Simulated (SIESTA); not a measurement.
## GeS under changes of volume

One of the cells (20.535 Å³/atom); the others are scaled copies at fixed shape and fractional positions:

```
CELL_PARAMETERS angstrom
10.48100 0.00000 0.00000
0.00000 3.64600 0.00000
0.00000 0.00000 4.29900
ATOMIC_POSITIONS crystal
Ge 0.87790 0.75000 0.87230
Ge 0.62210 0.25000 0.37230
Ge 0.37790 0.75000 0.62770
Ge 0.12210 0.25000 0.12770
S 0.15050 0.75000 0.49770
S 0.34950 0.25000 0.99770
S 0.65050 0.75000 0.00230
S 0.84950 0.25000 0.50230
```

* Program: SIESTA 5.4.2
* Functional: LDA
* Potentials or basis: PseudoDojo 0.4 standard (LDA files)
* Basis: DZP (energy shift 0.003 Ry; two zetas on semicore shells)
* Grid cutoff: 800 Ry
* Energy shift: 0.003 Ry
* k mesh: 2 × 5 × 4
* Occupations: fermi-dirac, width 0.05 eV
* Spin: no spin polarisation

| volume (Å³/atom) | energy over the lowest point (meV/atom) | pressure (GPa) | gap on the mesh (eV) | largest force (eV/Å) |
| --- | --- | --- | --- | --- |
| 19.303 | 9.79 | 3.6 | 0.81 | 0.783 |
| 19.714 | 2.83 | 1.9 | 0.87 | 0.621 |
| 20.124 | 0.00 | 0.4 | 0.91 | 0.464 |
| 20.535 | 0.91 | -1.0 | 0.96 | 0.319 |
| 20.946 | 5.20 | -2.3 | 1.00 | 0.182 |
| 21.357 | 12.56 | -3.4 | 1.04 | 0.083 |
| 21.767 | ? | ? | ? | ? |

Question: What does the run at 21.767 Å³/atom give?

Answer: Energy over the lowest point 22.71 meV/atom; pressure -4.5 GPa; gap on the mesh 1.08 eV; largest force 0.090 eV/Å.

Worked out: A Birch-Murnaghan fit of order 3 (a polynomial in V^(-2/3)) to the other rows has its minimum at 20.22 Å³/atom with B0 = V·E''(V) = 70 GPa and B' = 3.9 at fixed shape and positions, which overstates the stiffness. It gives 22.67 meV/atom at 21.767 Å³/atom, against the run's 22.71, and -dE/dV = -4.5 GPa, against -4.5. A straight line through the other rows of the gap, of slope 2.25 eV per unit of ln V (its deformation potential), extrapolates to 1.09 eV, against the run's 1.08.

Energies are extrapolated to zero smearing.

Caveats: an odd mesh through Γ misses points on the zone boundary, where band edges often lie; the basis of atomic orbitals isn't converged, which shifts pressures, moduli and gaps. Spin-orbit coupling on Ge is left out.
